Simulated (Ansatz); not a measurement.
A run of Ansatz 0.2.0 is set up as follows.

The input input.yaml:

```yaml
crystal:
  lattice:
    - [2.6042941027, 0.0, 0.0]
    - [-1.3021470513, 2.2553848518, 0.0]
    - [0.0, 0.0, 4.723336]
  atoms:
    - { symbol: V, position: [0.3333333333, 0.6666666667, 0.25], spin: 2.0 }
    - { symbol: V, position: [0.6666666667, 0.3333333333, 0.75], spin: 2.0 }
kpoints:
  mp_grid: { grid: [12, 12, 6] }
  band_path:
    path:
      - [0.0, 0.0, 0.0]
      - [0.5, 0.0, 0.0]
      - [0.3333333333, 0.3333333333, 0.0]
      - [0.0, 0.0, 0.0]
      - [0.0, 0.0, 0.5]
      - [0.5, 0.0, 0.5]
      - [0.3333333333, 0.3333333333, 0.5]
      - [0.0, 0.0, 0.5]
    npoints: 12
scf:
  occupations: { method: fermi_dirac, width: 0.05 }
hamiltonian:
  xc: pbesol
  pseudopotentials: { kind: all_electron, lapw: { basis_error: 0.001 } }
magnetization:
  spin_polarized: true
output:
  forces: true
  stress: true
  eigenvalues: true
```

Potentials or basis: all-electron LAPW, scalar-relativistic.

Run with:

```sh
$ ansatz run input.yaml --threads 2 --pin off --max-ram 6144MiB --backend cpu --events-out ev --progress --plain --runs-dir out
```

Predict the net moment.

0.00 μB per cell.

Predict the absolute moment.

0.00 μB per cell.

Estimate the pressure.

-7.2 GPa.

Levels at the corners of the path, in eV from the Fermi level:
Spin up:
| point | band 11 | band 12 | band 13 | band 14 | band 15 | band 16 |
| --- | --- | --- | --- | --- | --- | --- |
| Γ | -0.57 | -0.24 | 0.34 | 0.34 | 0.65 | 0.65 |
| M | -2.72 | -0.37 | -0.18 | 0.31 | 0.61 | 2.96 |
| K | -1.47 | -1.46 | -0.43 | -0.43 | 0.65 | 2.22 |
| Γ | -0.57 | -0.24 | 0.34 | 0.34 | 0.65 | 0.65 |
| A | -1.02 | -1.02 | 0.37 | 0.37 | 0.37 | 0.37 |
| L | -1.80 | -1.80 | 1.63 | 1.63 | 1.65 | 1.65 |
| H | -1.58 | -1.58 | -0.58 | -0.58 | 0.95 | 0.95 |
| A | -1.02 | -1.02 | 0.37 | 0.37 | 0.37 | 0.37 |
Spin down:
| point | band 10 | band 11 | band 12 | band 13 | band 14 | band 15 | band 16 | band 17 |
| --- | --- | --- | --- | --- | --- | --- | --- | --- |
| Γ | -3.45 | -0.57 | -0.24 | 0.34 | 0.34 | 0.65 | 0.65 | 1.83 |
| M | -2.86 | -2.72 | -0.37 | -0.18 | 0.31 | 0.61 | 2.96 | 3.54 |
| K | -1.47 | -1.47 | -1.46 | -0.43 | -0.43 | 0.65 | 2.22 | 2.41 |
| Γ | -3.45 | -0.57 | -0.24 | 0.34 | 0.34 | 0.65 | 0.65 | 1.83 |
| A | -5.10 | -1.02 | -1.02 | 0.37 | 0.37 | 0.37 | 0.37 | 2.51 |
| L | -3.26 | -1.80 | -1.80 | 1.63 | 1.63 | 1.65 | 1.65 | 3.60 |
| H | -1.61 | -1.58 | -1.58 | -0.58 | -0.58 | 0.95 | 0.95 | 2.91 |
| A | -5.10 | -1.02 | -1.02 | 0.37 | 0.37 | 0.37 | 0.37 | 2.51 |

Caveat: the starting moments weren't kept.
